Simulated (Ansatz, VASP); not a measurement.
Pb: VASP beside Ansatz

The input INCAR:

```
SYSTEM = Pb
PREC     = Accurate       ! precision mode
ENCUT    = 520            ! plane-wave cutoff, eV
EDIFF    = 1E-7           ! SCF threshold, eV
ISMEAR   = -1             ! smearing method
SIGMA    = 0.05           ! smearing width, eV
LREAL    = .False.        ! projectors in reciprocal space
LASPH    = .True.         ! aspherical terms in the spheres
NELM     = 80             ! most SCF steps
ALGO     = Normal         ! electronic algorithm
ISIF     = 2              ! what is computed and relaxed
LWAVE    = .False.        ! write WAVECAR
LCHARG   = .False.        ! write CHGCAR
GGA      = PE             ! functional
NBANDS   = 21             ! bands
```

KPOINTS

```
Automatic mesh
0
Gamma
  9 9 5
  0 0 0
```

Contents of POSCAR:

```
Pb
1.0
    3.4800000000      0.0000000000      0.0000000000
   -1.7400000000      3.0137684052      0.0000000000
    0.0000000000      0.0000000000      5.5900000000
Pb
2
Direct
    0.6783200000      0.3518530000      0.7463950000
    0.3425190000      0.6872000000      0.2562440000
```

Contents of input.yaml:

```yaml
crystal:
  lattice:
    - [3.48, 0.0, 0.0]
    - [-1.74, 3.0137684052, 0.0]
    - [0.0, 0.0, 5.59]
  atoms:
    - { symbol: Pb, position: [0.67832, 0.351853, 0.746395] }
    - { symbol: Pb, position: [0.342519, 0.6872, 0.256244] }
hamiltonian:
  xc: pbe
  pseudopotentials: { kind: paw }
kpoints:
  mp_grid: { grid: [9, 9, 5] }
scf:
  occupations: { method: fermi_dirac, width: 0.05 }
output:
  forces: true
  stress: true
  eigenvalues: true
  write_density: true
  write_potential: true
  elf: true
  volumetric_format: npy
```

Change from the starting cell: atoms moved at random, drawn with an rms of 0.05 Å.

Alike in both runs: task single point; functional PBE; k mesh 9 × 9 × 5; occupations fermi-dirac, width 0.05 eV; no spin polarisation.

|  | VASP | Ansatz |
| --- | --- | --- |
| version | VASP 6.6.1 | Ansatz 0.2.0 |
| potentials or method | VASP PAW PBE potentials, release 64 (Pb_d) | Ansatz PAW |
| plane-wave cutoff (eV) | 520 | 420 |
| valence electrons in the cell | 28 | 28 |

VASP gave:

```
gap on the k mesh at the Fermi level (eV)       : none
pressure (GPa)                                  : 4.1
largest component of the traceless stress (GPa) : 2.59
rms of the force components (eV/Å)              : 0.055
```

Estimate Ansatz's values.

gap on the k mesh at the Fermi level (eV): none; pressure (GPa): 4.2; largest component of the traceless stress (GPa): 2.61; rms of the force components (eV/Å): 0.055.

Atom by atom the forces differ by 0.000 eV/Å (rms over components). A gap of «none» marks a metal or a gap that the smearing closes.

The runs have no spin-orbit coupling, so splittings on Pb are missing.
